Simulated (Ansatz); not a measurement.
# MoS2: the cost of one run

Computed with Ansatz 0.2.0 (DFT PBE+D3(BJ), scalar-relativistic, plane waves, PAW, unless a step's input says otherwise).

4 further runs of the same task are left out: 1 that didn't finish, 3 set aside as unsound or not needed. Runs told in other sessions of the task aren't counted.

### 1 The starting structure

The structure is trigonal, space group R3m (No. 160). Conventional cell: a = 3.153 Å, b = 3.153 Å, c = 17.994 Å, α = 90.00°, β = 90.00°, γ = 120.00°. Around Mo (site symmetry 3m) lie 6 S at 2.40 Å. S (site symmetry 3m) is surrounded by 3 Mo at 2.40 Å.

Coordinates:

```
CELL_PARAMETERS angstrom
1.57657 0.91024 5.99789
-1.57657 0.91024 5.99789
0.00000 -1.82047 5.99789
ATOMIC_POSITIONS crystal
Mo 0.00002 0.00002 0.00002
S 0.75354 0.75354 0.75354
S 0.57975 0.57975 0.57975
```

This cell was relaxed beforehand with the same method: volume 17.21 Å³/atom, gap on the mesh 0.79 eV.

### 2 The scan

Rigid slide and opening across a plane, one cut a cell; the plane is (0 0 −1) of the conventional cell, and the faces at the cut hold S and S.

First coordinate, slide along a1 − a2 (3.153 Å): 6 values from 0.000 to 0.833, periodic. Second coordinate, opening across the cut: 5 values from −0.25 to 2.20 Å.

Nothing else is relaxed (rigid halves). Energies count from the perfect crystal. Points are written as (first, second).

### 3 The run at (0.333, −0.25 Å)

Input file input.yaml:

```yaml
crystal:
  lattice:
    - [-1.5765748091, -2.7307076713, 0.0]
    - [1.5765748091, -2.7307076713, 0.0]
    - [-1.0510498728, 0.0, 17.7436700547]
  atoms:
    - { symbol: Mo, position: [0.7182970102, 1.2817029898, 0.8451089693] }
    - { symbol: Mo, position: [0.2769835728, 0.3896830939, 0.1690492816] }
    - { symbol: Mo, position: [0.4976402915, 0.8356930418, 0.5070791254] }
    - { symbol: S, position: [0.8016147317, 1.1983852683, 0.5951558049] }
    - { symbol: S, position: [0.0222714504, 0.6443952163, 0.9331856488] }
    - { symbol: S, position: [0.580958013, 0.7523753203, 0.257125961] }
    - { symbol: S, position: [0.8603612438, 1.1396387562, 0.4189162685] }
    - { symbol: S, position: [0.0810179625, 0.5856487041, 0.7569461124] }
    - { symbol: S, position: [0.6397045251, 0.6936288082, 0.0808864246] }
basis:
  ecutwfc: 420
kpoints:
  mp_grid: { grid: [10, 10, 2] }
hamiltonian:
  xc: pbe
  pseudopotentials: { kind: paw, azcp: { folder: soft_1 } }
  dispersion: d3bj
scf:
  occupations: { method: gaussian, width: 0.05 }
output:
  forces: true
  stress: true
  eigenvalues: true
```

On the command line:

```console
$ ansatz run input.yaml --threads 2 --pin off --max-ram 4096MiB --backend cpu --events-out ev --progress --plain --runs-dir out
```

**Question.** How long does this run take on 2 threads of Arm Neoverse N1, shared host, and how much memory does it need?

About 57 s, with a peak of 0.74 GiB.
